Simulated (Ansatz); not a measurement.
**CoO in Ansatz: the effect of functional**

CoO:

```xyz
2
Lattice="1.4851 0.8574 2.4070 -1.4851 0.8574 2.4070 0.0000 -1.7149 2.4070" Properties=species:S:1:pos:R:3 pbc="T T T"
Co    0.0000    0.0000    0.0000
O     0.0000    0.0000    3.6104
```

The cell is a database's computed one.

The cell isn't the ideal one: volume scaled by 0.96.

Alike in all runs:

* Program: Ansatz 0.2.0
* Task: single point
* Potentials or basis: Ansatz PAW
* k mesh: 11 × 11 × 11
* Occupations: fermi-dirac, width 0.05 eV
* Spin: collinear spin, ferromagnetic start
* Starting moments: [2.0, 0.0] μB

| functional | cutoff | gap on the mesh (eV) | pressure (GPa) | moment (μB) |
| --- | --- | --- | --- | --- |
| LDA | 420 eV (not typed: the program's choice for these potentials) | ? | ? | ? |
| PBEsol | 420 eV (not typed: the program's choice for these potentials) | none | -2.4 | 2.84 |
| r2SCAN | 500 eV (not typed: the program's choice for these potentials) | 0.23 | 9.3 | 3.00 |

Question: What does the run with functional LDA give?

Answer: gap on the mesh none; pressure -12.4 GPa; moment 2.70 μB.

Caveats: a cell with one magnetic atom can't hold antiferromagnetic order, which such compounds often take; the PAW data sets come from PBE, with cores solved anew for the run's functional, which leaves a small shift of forces and pressure; semilocal functionals often make such compounds metallic where correlation or magnetic order opens a gap, which also shifts bond lengths (some runs); the magnetic or orbital state may not be the lowest (some runs); odd divisions of the mesh miss points on the zone boundary, where band edges often lie, so the gap on the mesh can be too wide (some runs).

A k mesh can miss the band edges.

A gap of «none» marks a metal or a gap under the smearing width.
